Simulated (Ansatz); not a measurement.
Crystal: Bi2Te2Se.

```
Bi Te Se
1.0
     2.16097    1.24764   10.58557
    -2.16097    1.24764   10.58557
     0.00000   -2.49527   10.58557
Bi Te Se
2 2 1
Direct
  0.39172 0.39172 0.39172
  0.60828 0.60828 0.60828
  0.78040 0.78040 0.78040
  0.21960 0.21960 0.21960
  0.00000 0.00000 0.00000
```

The cell is a database's computed one.

Base run:

- Program: Ansatz 0.2.0
- Functional: PBEsol
- Potentials or basis: all-electron LAPW, scalar-relativistic
- Cutoff: 190 eV (chosen from the basis error)
- Basis error allowed: 0.002 eV/atom
- k mesh: 7 × 7 × 7
- Occupations: fermi-dirac, width 0.05 eV
- Spin: no spin polarisation

Its results: band gap on the k mesh 0.41 eV, direct; pressure -1.4 GPa; largest force 0.051 eV/Å.

Problem. The run is repeated on the same cell with these changes: functional from PBEsol to LDA. What comes out?

Solution. Band gap on the k mesh 0.37 eV, direct; pressure -2.6 GPa; largest force 0.135 eV/Å.

LDA binds more tightly than PBEsol, so the same cell stands under less pressure.

Caveats: spin-orbit coupling is left out, which as a rule narrows the gap of such compounds by several tenths of an eV.
